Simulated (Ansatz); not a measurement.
# NbC (Niobocarbide): the cost of one run

Computed with Ansatz 0.2.0, driven from Python. The levels of theory stand in the script.

## 1. The structure

It takes space group Fm-3m (No. 225, cubic). Conventional cell: a = 4.469 Å, b = 4.469 Å, c = 4.469 Å, α = 90.00°, β = 90.00°, γ = 90.00°. Nb (site symmetry m-3m) has 6 C at 2.23 Å as nearest neighbours. C (site symmetry m-3m) is surrounded by 6 Nb at 2.23 Å.

nbc.cif, read by the script:

```cif
data_NbC
_cell_length_a 3.160131
_cell_length_b 3.160131
_cell_length_c 3.160131
_cell_angle_alpha 60.00000
_cell_angle_beta 60.00000
_cell_angle_gamma 60.00000
_symmetry_space_group_name_H-M 'P 1'
_symmetry_Int_Tables_number 1
loop_
_symmetry_equiv_pos_as_xyz
'x, y, z'
loop_
_atom_site_label
_atom_site_type_symbol
_atom_site_fract_x
_atom_site_fract_y
_atom_site_fract_z
Nb1 Nb    0.000000    0.000000    0.000000
C2 C    0.500000    0.500000    0.500000
```

## 2. The script

File paw_lapw.py:

```python
# -*- coding: utf-8 -*-
"""Checking the PAW result for NbC with LAPW."""

import ansatz
from ase.io import read
import numpy as np
import pandas as pd

FUNCTIONAL = "pbesol"
MESH = (9, 9, 9)
SMEARING = "gaussian"
SIGMA = 0.02
MIXING_BETA = 0.6
TOLERANCE = 1e-08


def count_gap(report):
    # lowest empty less highest filled band, counting bands; zero where they overlap
    return max(report.get("gap_by_band_count_ev") or 0.0, 0.0)


def main():
    atoms = read("nbc.cif")
    xtal = ansatz.Crystal.from_ase(atoms)

    base = (
        xtal.calculation()
        .functional(FUNCTIONAL)
        .kpoints(*MESH, center="monkhorst-pack")
        .occupations(SMEARING, width=SIGMA)
        .mixing("msr1", ndim=8, beta=MIXING_BETA)
        .scf(tolerance=TOLERANCE)
        .stress()
        .forces()
        .band_table()
    )
    variants = {
        "PAW": base.pseudopotentials("paw"),
        "LAPW": base.pseudopotentials("all_electron", lapw=True),
    }
    # totals differ by the cores that each treatment holds, so compare what does not depend on them
    rows = []
    for label, variant in variants.items():
        summary = variant.run(threads=1).report
        levels = np.array(summary["eigenvalues_ev"][0]) - summary["fermi_energy_ev"]
        print(label, "levels at the first k-point near E_F:", np.round(levels[np.abs(levels) < 5], 3))
        rows.append((label, summary["n_electrons"], np.trace(summary["stress_gpa"]) / 3, count_gap(summary)))
    print(pd.DataFrame(rows, columns=["treatment", "electrons in bands", "P GPa", "gap by band count eV"]).round(4).to_string(index=False))


if __name__ == "__main__":
    main()
```

## 3. Launch

On the command line:

```bash
$ python paw_lapw.py
```

What time and memory should one allow on 1 thread of Arm Neoverse V1, shared host?

About 11 s, with a peak of 0.52 GiB.
